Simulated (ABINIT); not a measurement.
# Au (Fm-3m) in ABINIT: settings compared

The runs below take Au through equation of state, band structure, with PW91, HLE16, SOGGA.

All numbers are computed with ABINIT 10.8.3 (patched build); they aren't measurements. Logs are shortened: lines on timing, memory, paths and dates and some standing lists are left out, and cuts for length are marked. The log counts tension as positive stress, the text compression.

## 1. The structure

Symmetry: Fm-3m, No. 225, cubic system. The conventional cell has a = 4.070 Å, b = 4.070 Å, c = 4.070 Å, α = 90.00°, β = 90.00°, γ = 90.00°. Around Au (site symmetry m-3m) lie 12 Au at 2.88 Å.

## 2. Equation of state, PW91

Input file run.abi:

```
# Datasets: one volume each
ndtset 7
getwfk -1
scalecart1 3*0.9795861087
scalecart2 3*0.9864848297
scalecart3 3*0.9932883884
scalecart4 3*1.0000000000
scalecart5 3*1.0066227096
scalecart6 3*1.0131594038
scalecart7 3*1.0196128224

# Pseudopotentials
pp_dirpath "./"
pseudos "Au.GGA_PBE-JTH.xml"

# Structure
acell 5.4384893002 5.4384893002 5.4384893002
rprim
     0.0000000000     0.7071067812     0.7071067812
     0.7071067812     0.0000000000     0.7071067812
     0.7071067812     0.7071067812     0.0000000000
ntypat 1
znucl 79
natom 1
typat 1
xred
     0.0000000000     0.0000000000     0.0000000000

# Plane-wave basis
ecut 25.0
pawecutdg 47.0

# k points
kptopt 1
ngkpt 11 11 11
nshiftk 1
shiftk 0.0 0.0 0.0

# Exchange and correlation
ixc -109134

# Bands and occupations
nband 10
occopt 3
tsmear 0.05 eV

# SCF cycle
nstep 100
tolvrs 1.0e-9

# Output
iomode 3
prtwf 1
prtden 0
prteig 0
prtebands 0
enunit 2
```

Potentials or basis: JTH PAW PBE v2.0.

Command:

```sh
> abinit run.abi > log 2>&1
```

run.abo:

```text
.Version 10.8.3 of ABINIT
 DATASET    1 : space group Fm -3 m (#225); Bravais cF (face-center cubic)
================================================================================
 Values of the parameters that define the memory need for DATASET  1.
     intxc =       0    ionmov =       0      iscf =      17    lmnmax =      18
     lnmax =       6     mgfft =      24  mpssoang =       3    mqgrid =    3001
     natom =       1  nloc_mem =       2    nspden =       1   nspinor =       1
    nsppol =       1      nsym =      48    n1xccc =       1    ntypat =       1
    occopt =       3   xclevel =       2
       mpw =         649          nfft =       13824          nkpt =          56
 PAW method is used; the additional fine FFT grid is defined by:
   mgfftf=        36    nfftf =     46656
================================================================================
================================================================================
[... 71 lines left out ...]
 DATASET    7 : space group Fm -3 m (#225); Bravais cF (face-center cubic)
================================================================================
 Values of the parameters that define the memory need for DATASET  7.
     intxc =       0    ionmov =       0      iscf =      17    lmnmax =      18
     lnmax =       6     mgfft =      27  mpssoang =       3    mqgrid =    3001
     natom =       1  nloc_mem =       2    nspden =       1   nspinor =       1
    nsppol =       1      nsym =      48    n1xccc =       1    ntypat =       1
    occopt =       3   xclevel =       2
       mpw =         736          nfft =       19683          nkpt =          56
 PAW method is used; the additional fine FFT grid is defined by:
   mgfftf=        36    nfftf =     46656
================================================================================
================================================================================

--------------------------------------------------------------------------------
------------- Echo of variables that govern the present computation ------------
--------------------------------------------------------------------------------
 -outvars: echo values of preprocessed input variables --------
            acell      5.4384893002E+00  5.4384893002E+00  5.4384893002E+00 Bohr
              amu      1.96966540E+02
             ecut      2.50000000E+01 Hartree
           enunit           2
           getwfk          -1
                       outvar_i_n : Printing only first  50 k-points.
              ixc     -109134
           jdtset        1    2    3    4    5    6    7
                       outvar_i_n : Printing only first  50 k-points.
         kptrlatt       11    0    0      0   11    0      0    0   11
          kptrlen1     5.86021543E+01
          kptrlen2     5.90148591E+01
          kptrlen3     5.94218710E+01
          kptrlen4     5.98233823E+01
          kptrlen5     6.02195752E+01
          kptrlen6     6.06106223E+01
          kptrlen7     6.09966877E+01
            natom           1
            nband          10
           ndtset           7
            ngfft1         24      24      24
            ngfft2         27      27      27
            ngfft3         27      27      27
            ngfft4         27      27      27
            ngfft5         27      27      27
            ngfft6         27      27      27
            ngfft7         27      27      27
          ngfftdg          36      36      36
             nkpt          56
            nstep         100
             nsym          48
           ntypat           1
                       prtocc : prtvol=0, do not print more k-points.
           occopt           3
        pawecutdg      4.70000000E+01 Hartree
         pawxcdev           0
           prtden           0
        prtebands           0
           prteig           0
            rprim1     0.0000000000E+00  6.9267198023E-01  6.9267198023E-01
                       6.9267198023E-01  0.0000000000E+00  6.9267198023E-01
                       6.9267198023E-01  6.9267198023E-01  0.0000000000E+00
            rprim2     0.0000000000E+00  6.9755011263E-01  6.9755011263E-01
                       6.9755011263E-01  0.0000000000E+00  6.9755011263E-01
                       6.9755011263E-01  6.9755011263E-01  0.0000000000E+00
            rprim3     0.0000000000E+00  7.0236095512E-01  7.0236095512E-01
                       7.0236095512E-01  0.0000000000E+00  7.0236095512E-01
                       7.0236095512E-01  7.0236095512E-01  0.0000000000E+00
            rprim4     0.0000000000E+00  7.0710678120E-01  7.0710678120E-01
                       7.0710678120E-01  0.0000000000E+00  7.0710678120E-01
                       7.0710678120E-01  7.0710678120E-01  0.0000000000E+00
            rprim5     0.0000000000E+00  7.1178974407E-01  7.1178974407E-01
                       7.1178974407E-01  0.0000000000E+00  7.1178974407E-01
                       7.1178974407E-01  7.1178974407E-01  0.0000000000E+00
            rprim6     0.0000000000E+00  7.1641188486E-01  7.1641188486E-01
                       7.1641188486E-01  0.0000000000E+00  7.1641188486E-01
                       7.1641188486E-01  7.1641188486E-01  0.0000000000E+00
            rprim7     0.0000000000E+00  7.2097514092E-01  7.2097514092E-01
                       7.2097514092E-01  0.0000000000E+00  7.2097514092E-01
                       7.2097514092E-01  7.2097514092E-01  0.0000000000E+00
          spgroup         225
           tolvrs      1.00000000E-09
           tsmear      1.83746611E-03 Hartree
            typat      1
           useylm           1
                       outvars : Printing only first  50 k-points.
            znucl       79.00000

================================================================================

 chkinp: Checking input parameters for consistency, jdtset=   1.

 chkinp: Checking input parameters for consistency, jdtset=   2.

 chkinp: Checking input parameters for consistency, jdtset=   3.

 chkinp: Checking input parameters for consistency, jdtset=   4.
[... 27 lines left out ...]
 getcut: wavevector=  0.0000  0.0000  0.0000  ngfft=  24  24  24
         ecut(hartree)=     25.000   => boxcut(ratio)=   2.00150

 Fine grid specifications (used for densities):

 getcut: wavevector=  0.0000  0.0000  0.0000  ngfft=  36  36  36
         ecut(hartree)=     47.000   => boxcut(ratio)=   2.18961

--- Pseudopotential description ------------------------------------------------
- pspini: atom type   1  psp file is ./Au.GGA_PBE-JTH.xml
 Pseudopotential format is: paw10
 basis_size (lnmax)=  6 (lmn_size= 18), orbitals=   0   0   1   1   2   2
 Spheres core radius: rc_sph= 2.50869560
 Shapefunction is SIN type: shapef(r)=[sin(pi*r/rshp)/(pi*r/rshp)]**2
 Radius for shape functions =  2.26305713
 Compensation charge density is not taken into account in XC energy/potential

   3.87212569E+02                                ecore*ucvol(ha*bohr**3)
--------------------------------------------------------------------------------

[... 7 lines left out ...]

     iter   Etot(hartree)      deltaE(h)  residm     nres2
 ETOT  1  -33.983772013440    -3.398E+01 6.879E-01 1.921E+01
 ETOT  2  -34.254745313911    -2.710E-01 5.886E-02 2.125E+01
 ETOT  3  -34.199084761758     5.566E-02 1.501E-02 4.976E+00
 ETOT  4  -34.191391850658     7.693E-03 5.307E-03 8.623E-02
 ETOT  5  -34.193884826268    -2.493E-03 2.047E-03 1.215E-02
 ETOT  6  -34.194035038918    -1.502E-04 1.618E-03 8.206E-03
 ETOT  7  -34.194055746452    -2.071E-05 1.273E-03 4.020E-03
 ETOT  8  -34.194042837809     1.291E-05 1.266E-03 6.435E-05
 ETOT  9  -34.194045206332    -2.369E-06 8.070E-04 2.070E-04
 ETOT 10  -34.194045171510     3.482E-08 8.331E-04 7.520E-05
 ETOT 11  -34.194045020300     1.512E-07 5.471E-04 9.223E-07
[... 1231 lines left out ...]
 Cartesian components of stress tensor (hartree/bohr^3)
  sigma(1 1)= -3.91045505E-05  sigma(3 2)=  0.00000000E+00
  sigma(2 2)= -3.91045505E-05  sigma(3 1)=  0.00000000E+00
  sigma(3 3)= -3.91045505E-05  sigma(2 1)=  0.00000000E+00

-Cartesian components of stress tensor (GPa)         [Pressure=  1.1505E+00 GPa]
- sigma(1 1)= -1.15049560E+00  sigma(3 2)=  0.00000000E+00
- sigma(2 2)= -1.15049560E+00  sigma(3 1)=  0.00000000E+00
- sigma(3 3)= -1.15049560E+00  sigma(2 1)=  0.00000000E+00

== END DATASET(S) ==============================================================
================================================================================

 -outvars: echo values of variables after computation  --------
            acell      5.4384893002E+00  5.4384893002E+00  5.4384893002E+00 Bohr
           etotal1    -3.4194045046E+01
           etotal2    -3.4195872491E+01
           etotal3    -3.4197286671E+01
           etotal4    -3.4198337263E+01
           etotal5    -3.4199068573E+01
           etotal6    -3.4199519693E+01
           etotal7    -3.4199723183E+01
            fcart1    -0.0000000000E+00 -0.0000000000E+00 -0.0000000000E+00
            fcart2    -0.0000000000E+00 -0.0000000000E+00 -0.0000000000E+00
            fcart3    -0.0000000000E+00 -0.0000000000E+00 -0.0000000000E+00
            fcart4    -0.0000000000E+00 -0.0000000000E+00 -0.0000000000E+00
            fcart5    -0.0000000000E+00 -0.0000000000E+00 -0.0000000000E+00
            fcart6    -0.0000000000E+00 -0.0000000000E+00 -0.0000000000E+00
            fcart7    -0.0000000000E+00 -0.0000000000E+00 -0.0000000000E+00
            rprim1     0.0000000000E+00  6.9267198023E-01  6.9267198023E-01
                       6.9267198023E-01  0.0000000000E+00  6.9267198023E-01
                       6.9267198023E-01  6.9267198023E-01  0.0000000000E+00
            rprim2     0.0000000000E+00  6.9755011263E-01  6.9755011263E-01
                       6.9755011263E-01  0.0000000000E+00  6.9755011263E-01
                       6.9755011263E-01  6.9755011263E-01  0.0000000000E+00
            rprim3     0.0000000000E+00  7.0236095512E-01  7.0236095512E-01
                       7.0236095512E-01  0.0000000000E+00  7.0236095512E-01
[... 9 lines left out ...]
                       7.1641188486E-01  7.1641188486E-01  0.0000000000E+00
            rprim7     0.0000000000E+00  7.2097514092E-01  7.2097514092E-01
                       7.2097514092E-01  0.0000000000E+00  7.2097514092E-01
                       7.2097514092E-01  7.2097514092E-01  0.0000000000E+00
           strten1    -9.0050717758E-04 -9.0050717758E-04 -9.0050717758E-04
                       0.0000000000E+00  0.0000000000E+00  0.0000000000E+00
           strten2    -7.0805257309E-04 -7.0805257309E-04 -7.0805257309E-04
                       0.0000000000E+00  0.0000000000E+00  0.0000000000E+00
           strten3    -5.3754709236E-04 -5.3754709236E-04 -5.3754709236E-04
                       0.0000000000E+00  0.0000000000E+00  0.0000000000E+00
           strten4    -3.8789528905E-04 -3.8789528905E-04 -3.8789528905E-04
                       0.0000000000E+00  0.0000000000E+00  0.0000000000E+00
           strten5    -2.5679290459E-04 -2.5679290459E-04 -2.5679290459E-04
                       0.0000000000E+00  0.0000000000E+00  0.0000000000E+00
           strten6    -1.4103709168E-04 -1.4103709168E-04 -1.4103709168E-04
                       0.0000000000E+00  0.0000000000E+00  0.0000000000E+00
           strten7    -3.9104550534E-05 -3.9104550534E-05 -3.9104550534E-05
                       0.0000000000E+00  0.0000000000E+00  0.0000000000E+00
 Calculation completed.
```

Run time: 2.3 min. Hardware: 1 thread of Arm Neoverse V1, shared host; peak memory 0.15 GiB.

What came out:

```yaml
Equilibrium_volume: "18.01 Å³/atom (rough: see the caveat)"
Bulk_modulus: 141 GPa (rough)
```

Energy against volume, from the lowest point:
```
volume (Å³/atom)  energy (meV/atom)
          15.843             154.51
          16.181             104.78
          16.518              66.30
          16.855              37.71
          17.192              17.81
          17.529               5.54
          17.866               0.00
```

Caveat: pressures at fixed basis lie under the slope of the energies; the minimum lies outside the volumes run; the PAW data sets were made with another functional, which shifts forces and pressure a little. Spin-orbit coupling is left out, which matters for the levels of Au.

## 3. Band structure, HLE16

Input file run.abi:

```
ndtset 2

pp_dirpath "./"
pseudos "Au.upf"

acell 5.4384893002 5.4384893002 5.4384893002
rprim
     0.0000000000     0.7071067812     0.7071067812
     0.7071067812     0.0000000000     0.7071067812
     0.7071067812     0.7071067812     0.0000000000
ntypat 1
znucl 79
natom 1
typat 1
xcart
     0.0000000000     0.0000000000     0.0000000000 Angstrom

ecut 38.0

ixc -545

occopt 3
tsmear 0.05 eV

nstep 100

iomode 3
prtwf 0
prteig 0
prtebands 0
prtden1 1
prtvha1 1
prtvclmb1 1
prtpot1 1
prtelf1 1

kptopt1 1
ngkpt1 11 11 11
nshiftk1 1
shiftk1 0.0 0.0 0.0
nband1 14
tolvrs1 1.0e-10

iscf2 -2
getden2 1
nband2 18
nbdbuf2 2
tolwfr2 1.0e-12
kptopt2 -9
ndivsm2 6
prteig2 1
kptbounds2
     0.0000000000     0.0000000000     0.0000000000
     0.5000000000     0.0000000000     0.5000000000
     0.5000000000     0.2500000000     0.7500000000
     0.3750000000     0.3750000000     0.7500000000
     0.0000000000     0.0000000000     0.0000000000
     0.5000000000     0.5000000000     0.5000000000
     0.6250000000     0.2500000000     0.6250000000
     0.5000000000     0.2500000000     0.7500000000
     0.5000000000     0.5000000000     0.5000000000
     0.3750000000     0.3750000000     0.7500000000
```

Potentials or basis: PseudoDojo NC SR PBE v0.4.1 standard.

Command:

```sh
> abinit run.abi > log 2>&1
```

It took 60 s on 1 thread of Arm Neoverse V1, shared host; peak memory 0.12 GiB.

The run converged. Its results:

```yaml
Free_energy: -4214.4152 eV
Pressure: -15.4 GPa
Band_gap_on_the_k_mesh: none (metal or under the smearing width)
Valence_electrons_inside_the_program's_atomic_spheres: Au 15.95 (radii [1.0584] Å)
```

Levels at the corners of the path, in eV from the Fermi level:
```
point  band 6  band 7  band 8  band 9  band 10  band 11  band 12  band 13
    Γ   -5.44   -5.44   -5.44   -4.09    -4.09    15.04    19.20    19.20
    X   -7.29   -3.05   -2.70   -2.70     1.52     5.76    10.65    10.65
    W   -5.74   -5.74   -4.13   -2.70     4.97     6.51     6.51     9.45
    K   -6.33   -4.47   -3.79   -3.10     4.14     4.78     7.46    13.12
    Γ   -5.44   -5.44   -5.44   -4.09    -4.09    15.04    19.20    19.20
    L   -5.46   -5.46   -3.00   -3.00    -0.43     2.82    14.59    17.77
    U   -6.33   -4.47   -3.79   -3.10     4.14     4.78     7.46    13.12
    W   -5.74   -5.74   -4.13   -2.70     4.97     6.51     6.51     9.45
    L   -5.46   -5.46   -3.00   -3.00    -0.43     2.82    14.59    17.77
    K   -6.33   -4.47   -3.79   -3.10     4.14     4.78     7.46    13.12
```

Caveat: the potentials were made for a functional far from this one; so large a pressure means that the cell lies far from this level's equilibrium, or that cutoff or potentials fall short; the potentials were made for another functional, which shifts forces and pressure; spin-orbit coupling is left out, which moves the levels of the heavy elements.

## 4. Band structure, SOGGA

run.abi: that of step 3 with these lines changed.

```diff
@@ -1,7 +1,10 @@
+# Datasets: ground state, then fixed potential
 ndtset 2
 
+# Pseudopotentials
 pp_dirpath "./"
-pseudos "Au.upf"
+pseudos "Au.GGA_PBE-JTH.xml"
 
-acell 5.4384893002 5.4384893002 5.4384893002
+# Structure
+acell 2.8779245994 2.8779245994 2.8779245994 Angstrom
 rprim
@@ -14,9 +17,13 @@
 typat 1
-xcart
-     0.0000000000     0.0000000000     0.0000000000 Angstrom
+xred
+     0.0000000000     0.0000000000     0.0000000000
 
-ecut 38.0
+# Plane-wave basis
+ecut 25.0
+pawecutdg 47.0
 
-ixc -545
+# Exchange and correlation
+ixc -150130
 
+# Bands and occupations
 occopt 3
@@ -24,4 +31,6 @@
 
+# SCF cycle
 nstep 100
 
+# Output
 iomode 3
@@ -30,8 +39,6 @@
 prtebands 0
+enunit 1
 prtden1 1
-prtvha1 1
-prtvclmb1 1
-prtpot1 1
-prtelf1 1
 
+# Dataset 1
 kptopt1 1
@@ -40,8 +47,9 @@
 shiftk1 0.0 0.0 0.0
-nband1 14
-tolvrs1 1.0e-10
+nband1 10
+tolvrs1 1.0e-9
 
+# Dataset 2: bands along G-X-W-K-G-L-U-W-L-K
 iscf2 -2
 getden2 1
-nband2 18
+nband2 14
 nbdbuf2 2
@@ -49,3 +57,3 @@
 kptopt2 -9
-ndivsm2 6
+ndivsm2 5
 prteig2 1
```

Potentials or basis: JTH PAW PBE v2.0.

Command:

```sh
> abinit run.abi > log 2>&1
```

Run time: 64 s. Hardware: 1 thread of Arm Neoverse V1, shared host; peak memory 0.12 GiB.

It converged, with:

* Free energy: -929.4853 eV
* Pressure: -0.5 GPa
* Band gap on the k mesh: none (metal or under the smearing width)
* Valence electrons inside the program's atomic spheres: Au 9.49 (radii [1.3275] Å)

Levels at the corners of the path, in eV from the Fermi level:
| point | band 3 | band 4 | band 5 | band 6 | band 7 | band 8 |
| --- | --- | --- | --- | --- | --- | --- |
| Γ | -4.70 | -4.70 | -3.13 | -3.13 | 15.09 | 19.10 |
| X | -1.95 | -1.58 | -1.58 | 0.91 | 5.88 | 10.15 |
| W | -5.20 | -3.30 | -1.57 | 4.84 | 6.31 | 6.31 |
| K | -3.86 | -2.84 | -2.03 | 3.92 | 4.66 | 7.45 |
| Γ | -4.70 | -4.70 | -3.13 | -3.13 | 15.09 | 19.10 |
| L | -4.74 | -1.90 | -1.90 | -1.13 | 3.15 | 14.39 |
| U | -3.86 | -2.84 | -2.03 | 3.92 | 4.66 | 7.45 |
| W | -5.20 | -3.30 | -1.57 | 4.84 | 6.31 | 6.31 |
| L | -4.74 | -1.90 | -1.90 | -1.13 | 3.15 | 14.39 |
| K | -3.86 | -2.84 | -2.03 | 3.92 | 4.66 | 7.45 |

Caveat: the PAW data sets were made with another functional, which shifts forces and pressure a little; spin-orbit coupling is left out, which moves the levels of the heavy elements.

## 5. Summary

```csv
task,level,potentials or basis,cutoff (eV),fine-grid cutoff,gap on the mesh (eV),pressure (GPa)
equation of state,PW91,JTH PAW PBE v2.0,680,1278.94 eV,-,-
band structure,HLE16,PseudoDojo NC SR PBE v0.4.1 standard,1034,-,none,-15.4
band structure,SOGGA,JTH PAW PBE v2.0,680,1278.94 eV,none,-0.5
```

Alike in all rows: no spin polarisation; cell as given; k mesh 11 × 11 × 11; smearing fermi-dirac 0.05 eV.

Caveats: the PAW data sets were made with another functional, which shifts forces and pressure a little (some runs); spin-orbit coupling is left out, which moves the levels of the heavy elements (some runs); pressures at fixed basis lie under the slope of the energies (some runs); the minimum lies outside the volumes run (some runs); the potentials were made for a functional far from this one (some runs); so large a pressure means that the cell lies far from this level's equilibrium, or that cutoff or potentials fall short (some runs); the potentials were made for another functional, which shifts forces and pressure (some runs).

Absolute energies hang on the potentials; compare differences alone.
